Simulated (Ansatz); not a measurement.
Structure from Materials Project entry mp-1057315 (possibly hypothetical), not relaxed further.

Eu: DFT, PBE, PAW with Ansatz's default frozen-core files, fully relativistic files with spin-orbit coupling (Ansatz 0.2.0). What sets it apart from a plain run of this crystal: spin-orbit coupling on, functional pbe.

```yaml
crystal:
  lattice:
    - [1.911456, -3.378716, 0.0]
    - [1.911456, 3.378716, 0.0]
    - [0.0, 0.0, 6.419474]
  atoms:
    - { symbol: Eu, position: [0.84957, 0.15043, 0.75], spin: 7.0 }
    - { symbol: Eu, position: [0.15043, 0.84957, 0.25], spin: 7.0 }
magnetization:
  noncollinear: true
  spin_orbit: true
kpoints:
  mp_grid: { grid: [10, 10, 5] }
  band_path:
    path:
      - [0.0, 0.0, 0.0]
      - [-0.5, 0.5, 0.0]
      - [-0.3300138638, 0.6699861362, 0.0]
      - [0.3300138638, 0.3300138638, 0.0]
      - [0.0, 0.0, 0.0]
      - [0.0, 0.0, 0.5]
      - [0.3300138638, 0.3300138638, 0.5]
      - [-0.3300138638, 0.6699861362, 0.5]
      - [-0.5, 0.5, 0.5]
    npoints: 5
scf:
  occupations: { method: fermi_dirac, width: 0.03 }
hamiltonian:
  xc: pbe
  pseudopotentials: { kind: paw_fr }
output:
  forces: true
  stress: true
  eigenvalues: true
  efg: { contact_densities: true }
```

Output:

```
Warning: output.stress: scf.convergence.dr2_threshold = 1e-7 eV (the SCF's general default) is looser than the 2e-10 eV advised for a printed stress (1e-10 eV for each atom of the cell: 2). What an SCF threshold leaves in a stress goes as its square root, and in the free energy as the threshold itself, and one threshold admits the most on a small cell: of the crystals measured, under no hybrid functional and no lock of the moments, on runs that ended without the residual-converged pass, on stresses that held no estimate of that error, the worst erred by over 100 MPa in a component at 1e-7 eV an atom and by under 5 at 1e-10. Set scf.convergence.dr2_threshold to 2e-10 eV or tighter. The threshold is an SCF's pass mark: one that does not reach it within its budget of iterations ends unconverged, or closes short of it on a stop that the run arms, and scf.convergence.dr2_threshold's page says what that costs each kind of run
band count auto-derived: 60, from the close of a first SCF at 42 (N_el = 34.0; filled up to band 34; 42 by the electrons, moments and atoms)
Engine: ansatz 0.2.0
Pseudopotentials: kind: paw_fr
Pseudopotential: Eu, paw_fr, valence charge 17, recommended cutoff 420 eV (normal)#standard-fr
Functional definition: PBE
  parameter kappa = 0.804
  parameter beta = 0.06672455060314922
  exchange = pbe_x(kappa = kappa, mu = beta*pi^2/3)
  correlation = pbe_c(beta = beta)
Crystal: 2 atoms, lattice volume = 82.917 Å³
Basis set: ecut = 420 eV, 1653 PW (Γ), exchange–correlation on 54×54×90 points (8 copies of the dense FFT grid, shifted against one another)
Bands: 42, of which v1, the nominal top of the filled ones, is band 34 counted from 1 (33 counted from 0)
Symmetry: 4 space group operations + 4 with time reversal
Magnetic group: BNS 63.462 (UNI 560), of the structure as read, at distance tolerance 4.4e-5 Å
k-points: 93 of 500 (time reversal used)
Projection manifold: j_resolved (fully-relativistic pseudo-atomic orbitals)
Non-local potential: Eu, projectors of the file, l = 0: 3, l = 1: 4, l = 2: 4, l = 3: 6
PAW form: soft (Blöchl's): semilocal exchange-correlation on the pseudo side does not see the compensation charge
PAW one-centre angular grid: Eu, 590 points (default); XC on 64 Gauss nodes
Initial density: superposition of atomic densities (chi_scale 0.1, normalization cell)
Starting moments: Σ|m| = 14 μB on 2 of 2 sites
Initial wavefunctions: pseudopotential atomic-orbital guess
Functional: x = pbe(κ = 0.804, μ = 0.2195149727645171), c = pbe(β = 0.06672455060314922)
SCF iter   1: F=—  HF=-17547.777677 eV  |F-HF|=—  |Δ(HF+E_count)|=         —  Δρ=5.40e-1  dr2=4.82e0  dr2_m=5.54e1  ethr=3.10e-3  |M|=1.59e1 ∫|m|=1.59e1 μB  |m|>n=0.0e0 m-floor=0.0e0 τ_xc=5.6e-15 mc-row=0.0e0  β_m=1.00  ⟨swp⟩=10.3  Hψ=24846  notcnv=0
preconditioner: auto → Kerker (q_TF=auto, 2.352 Å⁻¹)  [metal: Δε(μ)=0.009 eV  Ē_g=7.645 eV  σ=0.030 eV  W_gap=0.08  n_scr=22 (ndim 8)  ℏωp=20.8 eV  f_vac=0.000  D(μ)=3.80/eV (n_scr^D=34)]
spin=Noncollinear: Kerker preconditioning applied to the charge; magnetization (m_x, m_y, m_z) channels mix plain (no charge-response kernel on spin).
SCF iter   2: F=—  HF=-17534.580032 eV  |F-HF|=—  |Δ(HF+E_count)|=    1.32e1  Δρ=6.61e-2  dr2=5.00e-1  dr2_m=8.30e-1  ethr=3.10e-3  |M|=1.55e1 ∫|m|=1.55e1 μB  |m|>n=3.4e-3 m-floor=3.4e-3 τ_xc=2.4e-3 mc-row=3.4e-3  β_m=1.00  ⟨swp⟩=13.0  Hψ=20859  notcnv=0  defer=205
SCF iter   3: F=—  HF=-17540.838742 eV  |F-HF|=—  |Δ(HF+E_count)|=    6.26e0  Δρ=9.45e-3  dr2=5.71e-2  dr2_m=1.44e-2  ethr=1.47e-3  |M|=1.53e1 ∫|m|=1.53e1 μB  |m|>n=1.9e-3 m-floor=1.9e-3 τ_xc=4.1e-3 mc-row=1.9e-3  β_m=0.30  ⟨swp⟩=8.0  Hψ=11021  notcnv=0  defer=172
SCF iter   4: F=—  HF=-17545.631423 eV  |F-HF|=—  |Δ(HF+E_count)|=    4.79e0  Δρ=8.91e-3  dr2=5.73e-2  dr2_m=1.51e-2  ethr=1.68e-4  |M|=1.52e1 ∫|m|=1.52e1 μB  |m|>n=7.9e-4 m-floor=7.9e-4 τ_xc=5.0e-3 mc-row=7.9e-4  β_m=0.30  ⟨swp⟩=7.5  Hψ=10198  notcnv=0  defer=197
SCF iter   5: F=—  HF=-17548.878160 eV  |F-HF|=—  |Δ(HF+E_count)|=    3.25e0  Δρ=1.85e-2  dr2=2.69e-2  dr2_m=6.48e-2  ethr=1.68e-4  |M|=1.51e1 ∫|m|=1.51e1 μB  |m|>n=0.0e0 m-floor=0.0e0 τ_xc=5.4e-3 mc-row=0.0e0  β_m=0.30  ⟨swp⟩=6.2  Hψ=9175  notcnv=0  defer=165
SCF iter   6: F=—  HF=-17550.304261 eV  |F-HF|=—  |Δ(HF+E_count)|=    1.43e0  Δρ=1.80e-2  dr2=2.26e-1  dr2_m=2.12e-2  ethr=7.90e-5  |M|=1.52e1 ∫|m|=1.52e1 μB  |m|>n=0.0e0 m-floor=0.0e0 τ_xc=5.9e-3 mc-row=0.0e0  β_m=1.00  ⟨swp⟩=5.4  Hψ=9712  notcnv=0  defer=157
SCF iter   7: F=—  HF=-17550.984509 eV  |F-HF|=—  |Δ(HF+E_count)|=   6.80e-1  Δρ=1.41e-2  dr2=7.49e-2  dr2_m=3.78e-2  ethr=7.90e-5  |M|=1.49e1 ∫|m|=1.49e1 μB  |m|>n=0.0e0 m-floor=0.0e0 τ_xc=5.6e-3 mc-row=0.0e0  β_m=0.30  ⟨swp⟩=6.5  Hψ=9570  notcnv=0  defer=178
SCF iter   8: F=—  HF=-17551.241736 eV  |F-HF|=—  |Δ(HF+E_count)|=   2.57e-1  Δρ=3.17e-3  dr2=6.50e-3  dr2_m=8.86e-4  ethr=7.90e-5  |M|=1.50e1 ∫|m|=1.50e1 μB  |m|>n=0.0e0 m-floor=0.0e0 τ_xc=6.1e-3 mc-row=0.0e0  β_m=1.00  ⟨swp⟩=4.4  Hψ=9140  notcnv=0  defer=144
SCF iter   9: F=—  HF=-17551.377959 eV  |F-HF|=—  |Δ(HF+E_count)|=   1.36e-1  Δρ=1.31e-3  dr2=1.07e-3  dr2_m=1.56e-4  ethr=1.91e-5  |M|=1.50e1 ∫|m|=1.50e1 μB  |m|>n=0.0e0 m-floor=0.0e0 τ_xc=6.3e-3 mc-row=0.0e0  β_m=0.30  ⟨swp⟩=3.6  Hψ=8167  notcnv=0  defer=139
SCF iter  10: F=—  HF=-17551.434395 eV  |F-HF|=—  |Δ(HF+E_count)|=   5.64e-2  Δρ=4.15e-3  dr2=7.10e-3  dr2_m=3.27e-3  ethr=3.14e-6  |M|=1.49e1 ∫|m|=1.49e1 μB  |m|>n=0.0e0 m-floor=0.0e0 τ_xc=6.6e-3 mc-row=0.0e0  β_m=0.30  ⟨swp⟩=3.2  Hψ=7785  notcnv=0  defer=146
SCF iter  11: F=—  HF=-17551.460771 eV  |F-HF|=—  |Δ(HF+E_count)|=   2.64e-2  Δρ=1.54e-3  dr2=1.57e-3  dr2_m=2.49e-4  ethr=3.14e-6  |M|=1.50e1 ∫|m|=1.50e1 μB  |m|>n=0.0e0 m-floor=0.0e0 τ_xc=6.9e-3 mc-row=0.0e0  β_m=1.00  ⟨swp⟩=3.0  Hψ=7836  notcnv=0  defer=138
SCF iter  12: F=—  HF=-17551.475717 eV  |F-HF|=—  |Δ(HF+E_count)|=   1.49e-2  Δρ=6.29e-4  dr2=2.77e-4  dr2_m=2.82e-5  ethr=3.14e-6  |M|=1.50e1 ∫|m|=1.50e1 μB  |m|>n=0.0e0 m-floor=0.0e0 τ_xc=7.1e-3 mc-row=0.0e0  β_m=0.30  ⟨swp⟩=2.4  Hψ=7620  notcnv=0  defer=135
SCF iter  13: F=—  HF=-17551.482388 eV  |F-HF|=—  |Δ(HF+E_count)|=   6.67e-3  Δρ=5.54e-4  dr2=8.48e-6  dr2_m=5.90e-5  ethr=8.16e-7  |M|=1.49e1 ∫|m|=1.49e1 μB  |m|>n=0.0e0 m-floor=0.0e0 τ_xc=7.3e-3 mc-row=0.0e0  β_m=0.30  ⟨swp⟩=2.3  Hψ=7373  notcnv=0  defer=134
Mixer restart at iter 13: flushing history
spin-set hold released at iteration 13 (site moments contracting): the magnetisation degrees of freedom join the quasi-Newton model from the next iteration; the mixer history was flushed
SCF iter  14: F=—  HF=-17551.485473 eV  |F-HF|=—  |Δ(HF+E_count)|=   3.09e-3  Δρ=4.66e-4  dr2=1.71e-4  dr2_m=2.01e-5  ethr=2.49e-8  |M|=1.49e1 ∫|m|=1.49e1 μB  |m|>n=0.0e0 m-floor=0.0e0 τ_xc=7.5e-3 mc-row=0.0e0  β_m=0.65  ⟨swp⟩=4.0  Hψ=10853  notcnv=0  defer=132
SCF iter  15: F=—  HF=-17551.491199 eV  |F-HF|=—  |Δ(HF+E_count)|=   5.73e-3  Δρ=6.22e-3  dr2=2.55e-2  dr2_m=7.36e-3  ethr=2.49e-8  |M|=1.49e1 ∫|m|=1.49e1 μB  |m|>n=0.0e0 m-floor=0.0e0 τ_xc=8.1e-3 mc-row=0.0e0  β_m=0.39  ⟨swp⟩=6.3  Hψ=16137  notcnv=0  defer=132  recentre
SCF iter  16: F=—  HF=-17551.488641 eV  |F-HF|=—  |Δ(HF+E_count)|=   2.56e-3  Δρ=4.46e-4  dr2=2.47e-5  dr2_m=3.80e-5  ethr=2.49e-8  |M|=1.49e1 ∫|m|=1.49e1 μB  |m|>n=0.0e0 m-floor=0.0e0 τ_xc=8.1e-3 mc-row=0.0e0  β_m=0.69  ⟨swp⟩=6.0  Hψ=16530  notcnv=0  defer=131
SCF iter  17: F=—  HF=-17551.488668 eV  |F-HF|=—  |Δ(HF+E_count)|=   2.68e-5  Δρ=4.56e-4  dr2=9.97e-5  dr2_m=3.96e-5  ethr=2.49e-8  |M|=1.49e1 ∫|m|=1.49e1 μB  |m|>n=0.0e0 m-floor=0.0e0 τ_xc=8.3e-3 mc-row=0.0e0  β_m=0.69  ⟨swp⟩=2.2  Hψ=6999  notcnv=0  defer=130
SCF iter  18: F=—  HF=-17551.488665 eV  |F-HF|=—  |Δ(HF+E_count)|=   2.72e-6  Δρ=6.53e-5  dr2=3.76e-6  dr2_m=7.49e-7  ethr=2.49e-8  |M|=1.49e1 ∫|m|=1.49e1 μB  |m|>n=0.0e0 m-floor=0.0e0 τ_xc=8.5e-3 mc-row=0.0e0  β_m=0.85  ⟨swp⟩=2.5  Hψ=6977  notcnv=0  defer=128
SCF iter  19: F=—  HF=-17551.488667 eV  |F-HF|=—  |Δ(HF+E_count)|=   1.79e-6  Δρ=3.59e-5  dr2=9.32e-7  dr2_m=2.44e-7  ethr=1.11e-8  |M|=1.49e1 ∫|m|=1.49e1 μB  |m|>n=0.0e0 m-floor=0.0e0 τ_xc=8.6e-3 mc-row=0.0e0  β_m=0.92  ⟨swp⟩=2.8  Hψ=6522  notcnv=0  defer=127
SCF iter  20: F=—  HF=-17551.488668 eV  |F-HF|=—  |Δ(HF+E_count)|=   6.37e-7  Δρ=2.19e-5  dr2=3.54e-7  dr2_m=9.07e-8  ethr=2.74e-9  |M|=1.49e1 ∫|m|=1.49e1 μB  |m|>n=0.0e0 m-floor=0.0e0 τ_xc=8.6e-3 mc-row=0.0e0  β_m=0.81  ⟨swp⟩=3.1  Hψ=7511  notcnv=0  defer=124
SCF iter  21: F=-17551.488668 eV  HF=-17551.488668 eV  |F-HF|=6.44e-10  |Δ(HF+E_count)|=   1.29e-7  Δρ=1.97e-6  dr2=5.42e-9  dr2_m=3.67e-10  ethr=2.94e-10  |M|=1.49e1 ∫|m|=1.49e1 μB  |m|>n=0.0e0 m-floor=0.0e0 τ_xc=8.7e-3 mc-row=0.0e0  ⟨swp⟩=30.0  Hψ=44583  notcnv=0
SCF 1, on 42 bands, converged in 21 iterations: F = -17551.488668 eV; the run's SCF on all bands comes behind
  greatest PAW one-centre occupation: 0.989 electrons in one spin orbital (limit 2), on the Eu atom at site 1 (counted from 0), in its partial waves of l = 0
The result of the SCF on 42 bands, without a stress, told ahead of the SCF on all bands, whose result is the run's:
SCF converged after 21 iterations
Magnetization: |M| = 14.9253 μB,  M = (-0.0000, -0.0000, +14.9253) μB
Absolute magnetization: 14.9256 μB (∫|m|, with the PAW one-centre terms)
  site 0: m = (-0.0000, -0.0000, +7.0874) μB, |m| = 7.0874 μB  (R = 1.57 Å)
  site 1: m = (+0.0000, -0.0000, +7.0874) μB, |m| = 7.0874 μB  (R = 1.57 Å)
Free energy (F): -17551.488668 eV
Harris-Foulkes:  -17551.488668 eV  (|F-HF|=6.44e-10)
Internal energy: -17551.477961 eV  (E = F + TS)
E sigma→0 (E₀):  -17551.483315 eV
Entropy (-TS):   -0.010706 eV (-5.353 meV/atom)
Fermi energy:    9.238559 eV
--- Per-component energies (eV) ---
  E_band       = -89.420533
  E_kinetic    = 703.748813
  E_local      = -4273.636647  (includes V_loc(G=0)·N_el)
  E_nonlocal   = 943.843943
  E_hartree    = 1692.632520
  E_xc         = -353.943009
  E_vxc        = -405.085008  (∫ρ·V_xc dr)
  E_paw        = -12791.988167  (= ΣΔE_a)
  E_vpaw       = -443.557565  (= ΣTr[D̂ρ^β])
  E_aug_tail   = -0.000000  (compensation charges beyond the density's cutoff)
  E_ewald      = -3472.135413
  E_smearing   = -0.010706  (= −TS)
  E_closure    = 0.000000  (closes the sum)
  Σ components = -17551.488668   (vs F -17551.488668, Δ=0.00e0)
--- Forces (eV/Å), atoms counted from 1 ---
  atom   1  Eu     0.00000000     0.10840708     0.00000000
  atom   2  Eu    -0.00000000    -0.10840708    -0.00000000
  max |Σ_I F_I| component: 7.55e-17 eV/Å
--- PAW observables at the nuclei: V_zz in 10²¹ V/m², potentials from the cell's mean, atoms counted from 1 ---
  atom   1  Eu V_zz =    -1.218939   η = 0.1904   by run symmetry: allowed
            electrostatic potential = -11518.030089 V   contact ρ = 3697348.410431 e/Å³
  atom   2  Eu V_zz =    -1.218939   η = 0.1904   by run symmetry: allowed
            electrostatic potential = -11518.030089 V   contact ρ = 3697348.410431 e/Å³
--- Band table (eV; the first three rows and the last of 93) ---
  k-point 0: bands = ["-32.3263", "-32.2939", "-29.2117", "-29.1696", "-13.2083", "-13.1279", "-12.6450", "-12.3815", "-9.7999", "-9.7367", "-8.8101", "-8.5567", "-8.4302", "-7.8951", "-7.4678", "-7.3916", "4.8142", "5.8135", "7.3425", "8.3841", "8.4381", "8.4629", "8.5592", "8.5900", "8.6623", "8.6794", "8.7344", "8.7414", "8.8479", "8.9181", "8.9201", "8.9538", "9.0199", "9.0330", "9.7686", "10.7349", "10.8390", "10.8665", "11.2890", "11.4821", "11.6836", "11.8307"]
  k-point 1: bands = ["-32.3232", "-32.2970", "-29.2077", "-29.1736", "-13.2004", "-13.1354", "-12.6199", "-12.4068", "-9.7939", "-9.7428", "-8.7881", "-8.5834", "-8.3826", "-7.9503", "-7.4605", "-7.3989", "5.0293", "6.0382", "7.1013", "8.1474", "8.4398", "8.4516", "8.5611", "8.5866", "8.6669", "8.6790", "8.7129", "8.7288", "8.8578", "8.9171", "8.9288", "8.9585", "9.0224", "9.0312", "9.7453", "10.6601", "10.6834", "10.8464", "11.1882", "11.3412", "11.5267", "11.6646"]
  k-point 2: bands = ["-32.3151", "-32.3051", "-29.1972", "-29.1842", "-13.1802", "-13.1553", "-12.5542", "-12.4728", "-9.7782", "-9.7587", "-8.7285", "-8.6504", "-8.2550", "-8.0901", "-7.4415", "-7.4180", "5.6223", "6.4219", "6.6528", "7.4692", "8.4421", "8.4426", "8.5671", "8.5769", "8.6758", "8.6836", "8.6847", "8.7042", "8.8821", "8.9066", "8.9477", "8.9603", "9.0276", "9.0307", "9.8987", "10.2779", "10.7902", "10.8906", "11.0802", "11.1048", "11.2242", "11.2537"]
  k-point 92: bands = ["-32.2872", "-32.2867", "-29.1610", "-29.1602", "-13.3116", "-13.3090", "-12.5438", "-12.5378", "-10.0294", "-10.0230", "-8.8660", "-8.8630", "-8.1701", "-8.1572", "-7.7036", "-7.6921", "7.5405", "7.7101", "8.4647", "8.4663", "8.5169", "8.5503", "8.5535", "8.6445", "8.6526", "8.6818", "8.7640", "8.7770", "8.8352", "8.8544", "8.9365", "8.9497", "9.0186", "9.0202", "9.3380", "9.4798", "10.3004", "10.4073", "10.4124", "10.5078", "11.2750", "11.3578"]
Bands: 60, of which v1, the nominal top of the filled ones, is band 34 counted from 1 (33 counted from 0)
Projection manifold: j_resolved (fully-relativistic pseudo-atomic orbitals)
Initial density: handed on by an earlier stage of this run
Starting moments: Σ|m| = 14 μB on 2 of 2 sites; this step starts from the density that it was given
iter 1 solved again at ethr=9.14e-6 eV; its pass at ethr=3.10e-3 eV (dr2=3.11e-3 eV) is discarded
SCF iter   1: F=—  HF=-17551.488666 eV  |F-HF|=—  |Δ(HF+E_count)|=         —  Δρ=2.55e-6  dr2=5.26e-9  dr2_m=8.46e-10  ethr=9.14e-6  |M|=1.49e1 ∫|m|=1.49e1 μB  |m|>n=0.0e0 m-floor=0.0e0 τ_xc=8.7e-3 mc-row=0.0e0  β_m=0.30  ⟨swp⟩=3.8  Hψ=45821  notcnv=0
eigensolver tolerance schedule: the retry pair's looser diagonalisation over-reported the residual by 590649.36 of it (diagonalisation noise at an unbounded share of the residual, at the tolerance the schedule requests for it); recorded, not acted on — ethr = c·dr2/N_el stays at c = 1.0e-1
preconditioner: auto → Kerker (q_TF=auto, 2.352 Å⁻¹)  [metal: Δε(μ)=0.006 eV  Ē_g=9.062 eV  σ=0.030 eV  W_gap=0.05  n_scr=22 (ndim 8)  ℏωp=20.8 eV  f_vac=0.000  D(μ)=3.48/eV (n_scr^D=34)]
spin=Noncollinear: Kerker preconditioning applied to the charge; magnetization (m_x, m_y, m_z) channels mix plain (no charge-response kernel on spin).
SCF iter   2: F=—  HF=-17551.488668 eV  |F-HF|=—  |Δ(HF+E_count)|=   2.18e-6  Δρ=4.15e-6  dr2=1.43e-8  dr2_m=3.09e-9  ethr=1.55e-11  |M|=1.49e1 ∫|m|=1.49e1 μB  |m|>n=0.0e0 m-floor=0.0e0 τ_xc=8.7e-3 mc-row=0.0e0  β_m=0.30  ⟨swp⟩=12.7  Hψ=36727  notcnv=0
SCF iter   3: F=-17551.488668 eV  HF=-17551.488668 eV  |F-HF|=5.86e-10  |Δ(HF+E_count)|=  9.28e-10  Δρ=1.24e-6  dr2=2.77e-9  dr2_m=1.55e-10  ethr=1.55e-11  |M|=1.49e1 ∫|m|=1.49e1 μB  |m|>n=0.0e0 m-floor=0.0e0 τ_xc=8.7e-3 mc-row=0.0e0  ⟨swp⟩=2.0  Hψ=14768  notcnv=0
SCF 2 converged in 3 iterations: F = -17551.488668 eV  dr2 = 2.77e-9
NSCF: frozen V_eff on 41 k-points
SCF converged after 24 iterations (21 of them on 42 bands)
Magnetization: |M| = 14.9253 μB,  M = (+0.0000, -0.0000, +14.9253) μB
Absolute magnetization: 14.9257 μB (∫|m|, with the PAW one-centre terms)
  site 0: m = (+0.0000, -0.0000, +7.0874) μB, |m| = 7.0874 μB  (R = 1.57 Å)
  site 1: m = (+0.0000, -0.0000, +7.0874) μB, |m| = 7.0874 μB  (R = 1.57 Å)
Free energy (F): -17551.488668 eV
Harris-Foulkes:  -17551.488668 eV  (|F-HF|=5.86e-10)
Internal energy: -17551.477961 eV  (E = F + TS)
E sigma→0 (E₀):  -17551.483314 eV
Entropy (-TS):   -0.010707 eV (-5.353 meV/atom)
Fermi energy:    9.238562 eV
--- Per-component energies (eV) ---
  E_band       = -89.420543
  E_kinetic    = 703.748922
  E_local      = -4273.636106  (includes V_loc(G=0)·N_el)
  E_nonlocal   = 943.843460
  E_hartree    = 1692.632108
  E_xc         = -353.943070
  E_vxc        = -405.085086  (∫ρ·V_xc dr)
  E_paw        = -12791.987861  (= ΣΔE_a)
  E_vpaw       = -443.556166  (= ΣTr[D̂ρ^β])
  E_aug_tail   = -0.000000  (compensation charges beyond the density's cutoff)
  E_ewald      = -3472.135413
  E_smearing   = -0.010707  (= −TS)
  E_closure    = 0.000000  (closes the sum)
  Σ components = -17551.488668   (vs F -17551.488668, Δ=0.00e0)
--- Forces (eV/Å), atoms counted from 1 ---
  atom   1  Eu     0.00000000     0.10840658     0.00000000
  atom   2  Eu    -0.00000000    -0.10840658    -0.00000000
  max |Σ_I F_I| component: 3.12e-17 eV/Å
--- Stress (GPa, compression-positive) ---
        0.248936       0.000000       0.000000
        0.000000       0.440480       0.000000
        0.000000       0.000000      -0.723497
  P = ⅓ Tr σ = -0.0114 GPa (-0.114 kbar)
--- PAW observables at the nuclei: V_zz in 10²¹ V/m², potentials from the cell's mean, atoms counted from 1 ---
  atom   1  Eu V_zz =    -1.219147   η = 0.1904   by run symmetry: allowed
            electrostatic potential = -11518.030088 V   contact ρ = 3697348.408594 e/Å³
  atom   2  Eu V_zz =    -1.219147   η = 0.1904   by run symmetry: allowed
            electrostatic potential = -11518.030088 V   contact ρ = 3697348.408594 e/Å³
--- Band table (eV; the first three rows and the last of 93) ---
  k-point 0: bands = ["-32.3263", "-32.2939", "-29.2117", "-29.1696", "-13.2083", "-13.1279", "-12.6450", "-12.3815", "-9.7999", "-9.7367", "-8.8101", "-8.5567", "-8.4302", "-7.8951", "-7.4678", "-7.3916", "4.8142", "5.8135", "7.3425", "8.3841", "8.4381", "8.4629", "8.5592", "8.5900", "8.6623", "8.6794", "8.7344", "8.7414", "8.8479", "8.9181", "8.9201", "8.9538", "9.0200", "9.0330", "9.7686", "10.7349", "10.8390", "10.8665", "11.2890", "11.4821", "11.6836", "11.8307", "11.9340", "12.0575", "12.3497", "12.5553", "12.6926", "12.7236", "12.9705", "12.9905", "13.0002", "13.0844", "13.1493", "13.1985", "13.4213", "13.5022", "13.5833", "13.5974", "13.6225", "13.6668"]
  k-point 1: bands = ["-32.3232", "-32.2970", "-29.2077", "-29.1736", "-13.2004", "-13.1354", "-12.6199", "-12.4068", "-9.7939", "-9.7428", "-8.7881", "-8.5834", "-8.3826", "-7.9503", "-7.4605", "-7.3989", "5.0293", "6.0382", "7.1013", "8.1474", "8.4398", "8.4516", "8.5611", "8.5866", "8.6669", "8.6790", "8.7129", "8.7288", "8.8578", "8.9171", "8.9288", "8.9585", "9.0224", "9.0313", "9.7453", "10.6601", "10.6834", "10.8464", "11.1882", "11.3412", "11.5267", "11.6646", "11.9368", "12.2845", "12.2883", "12.4676", "12.5702", "12.8789", "12.9369", "12.9733", "13.0866", "13.1741", "13.2456", "13.2844", "13.3780", "13.5596", "13.5670", "13.6417", "13.6620", "13.6631"]
  k-point 2: bands = ["-32.3151", "-32.3051", "-29.1972", "-29.1842", "-13.1802", "-13.1553", "-12.5542", "-12.4728", "-9.7782", "-9.7587", "-8.7285", "-8.6504", "-8.2550", "-8.0901", "-7.4415", "-7.4180", "5.6223", "6.4219", "6.6528", "7.4692", "8.4421", "8.4426", "8.5671", "8.5769", "8.6758", "8.6836", "8.6847", "8.7042", "8.8821", "8.9066", "8.9477", "8.9603", "9.0276", "9.0307", "9.8987", "10.2778", "10.7902", "10.8906", "11.0802", "11.1048", "11.2242", "11.2537", "11.9956", "12.1674", "12.2458", "12.3484", "12.8791", "12.9404", "12.9674", "13.1867", "13.2079", "13.3037", "13.3400", "13.4299", "13.4586", "13.5107", "13.6118", "13.6260", "13.6391", "13.6696"]
  k-point 92: bands = ["-32.2872", "-32.2867", "-29.1610", "-29.1602", "-13.3116", "-13.3090", "-12.5438", "-12.5378", "-10.0294", "-10.0230", "-8.8660", "-8.8630", "-8.1701", "-8.1572", "-7.7036", "-7.6921", "7.5405", "7.7101", "8.4647", "8.4663", "8.5169", "8.5503", "8.5535", "8.6445", "8.6526", "8.6818", "8.7640", "8.7770", "8.8352", "8.8544", "8.9365", "8.9497", "9.0186", "9.0202", "9.3380", "9.4798", "10.3004", "10.4073", "10.4124", "10.5078", "11.2750", "11.3579", "11.8843", "12.7306", "12.7592", "13.0273", "13.1297", "13.1649", "13.2243", "13.2683", "13.4001", "13.4202", "13.5253", "13.5301", "13.6363", "13.6446", "13.7342", "13.7490", "13.8766", "14.3175"]
```

Semilocal functionals without a Hubbard term describe localised f shells poorly; where the shell is localised, the real material differs.
